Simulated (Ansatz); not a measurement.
NaBr:
```cif
data_BrNa
_chemical_formula_sum 'Na1 Br1'
_space_group_name_H-M_alt 'P 1'
_space_group_IT_number 1
_cell_length_a 4.26753
_cell_length_b 4.26753
_cell_length_c 4.26753
_cell_angle_alpha 60.000
_cell_angle_beta 60.000
_cell_angle_gamma 60.000
loop_
_space_group_symop_operation_xyz
  'x, y, z'
loop_
_atom_site_label
_atom_site_type_symbol
_atom_site_fract_x
_atom_site_fract_y
_atom_site_fract_z
_atom_site_occupancy
Na1 Na 0.00000 0.00000 0.00000 1
Br1 Br 0.50000 0.50000 0.50000 1
```

Relaxed with PBE. Independent-particle spectrum: no excitons, no local fields, no scissors shift; 0.1 eV broadening; ε₁ of the summed bands alone.

Tabulate the dielectric function from PBE (plane waves, PAW; program Ansatz).



| E (eV) | ε₁ xx | ε₂ xx |
|---|---|---|
| 0.0 | 3.06 | 0.00 |
| 0.5 | 3.07 | 0.00 |
| 1.0 | 3.09 | 0.00 |
| 1.5 | 3.14 | 0.00 |
| 2.0 | 3.21 | 0.00 |
| 2.5 | 3.30 | 0.00 |
| 3.0 | 3.44 | 0.00 |
| 3.5 | 3.66 | 0.00 |
| 4.0 | 4.12 | 0.03 |
| 4.5 | 4.32 | 0.62 |
| 5.0 | 4.40 | 0.88 |
| 5.5 | 4.64 | 1.14 |
| 6.0 | 5.17 | 1.57 |
| 6.5 | 5.34 | 3.37 |
| 7.0 | 4.20 | 4.96 |
| 7.5 | 2.35 | 4.42 |
| 8.0 | 2.12 | 3.87 |
| 8.5 | 2.70 | 4.50 |
| 9.0 | 1.18 | 5.43 |
| 9.5 | 1.03 | 4.29 |
| 10.0 | -0.02 | 4.79 |
| 10.5 | -1.59 | 3.14 |
| 11.0 | -1.50 | 2.04 |
| 11.5 | -0.81 | 1.61 |
| 12.0 | -0.99 | 1.42 |

From ε at 6.0 eV (xx: 5.17 + 1.57i), find n, k, the normal reflectivity and the absorption coefficient.

n = 2.30, k = 0.341, R = 16 %, α = 2kE/ħc = 210000 cm⁻¹.

With all bands, ε∞ without local fields is 3.11. DFPT, with local fields, gives 2.83.

Space group Fm-3m (rock salt). The cell was relaxed with PBE under the symmetry of its start; phonons on a q-mesh show no instability. Scalar-relativistic: spin–orbit coupling is off unless named, which matters more the heavier the elements.

Potentials: the later of the program's two PAW sets.
